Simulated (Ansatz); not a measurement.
Ag:

```xyz
2
Lattice="2.9300 0.0000 0.0000 -1.4650 2.5375 0.0000 0.0000 0.0000 4.7900" Properties=species:S:1:pos:R:3 pbc="T T T"
Ag    1.4650    0.8458    3.5925
Ag    0.0000    1.6916    1.1975
```

This isn't the form of Ag at room conditions, which is fcc.

```yaml
Program: Ansatz 0.2.0
Task: single point
Functional: PBE
Potentials_or_basis: all-electron LAPW, scalar-relativistic
Cutoff: 233 eV (chosen from the basis error)
Basis_error_allowed: 0.001 eV/atom
k_mesh: 10 × 10 × 6
Occupations: fermi-dirac, width 0.05 eV
Spin: no spin polarisation
```

On this cell: pressure 0.6 GPa; largest force under 0.003 eV/Å; band gap on the k mesh none (metal or under the smearing width).

The same run follows on a disturbed copy (atoms moved at random, drawn with an rms of 0.05 Å):

```
CELL_PARAMETERS angstrom
2.93000 0.00000 0.00000
-1.46500 2.53745 0.00000
0.00000 0.00000 4.79000
ATOMIC_POSITIONS crystal
Ag 0.68483 0.35008 0.74689
Ag 0.33791 0.67266 0.25057
```

Q: What does the disturbed cell give?

A: The energy (extrapolated to zero smearing) moves by +0.7 meV/atom; pressure 0.6 GPa; largest force 0.097 eV/Å; band gap on the k mesh none (metal or under the smearing width).

Forces on the atoms (eV/Å):
```
Ag  -0.022 -0.023  0.091
Ag   0.022  0.023 -0.091
```

Stress tensor (GPa, compression positive):
```
 0.97  0.15 -0.02
 0.15  0.65 -0.02
-0.02 -0.02  0.22
```
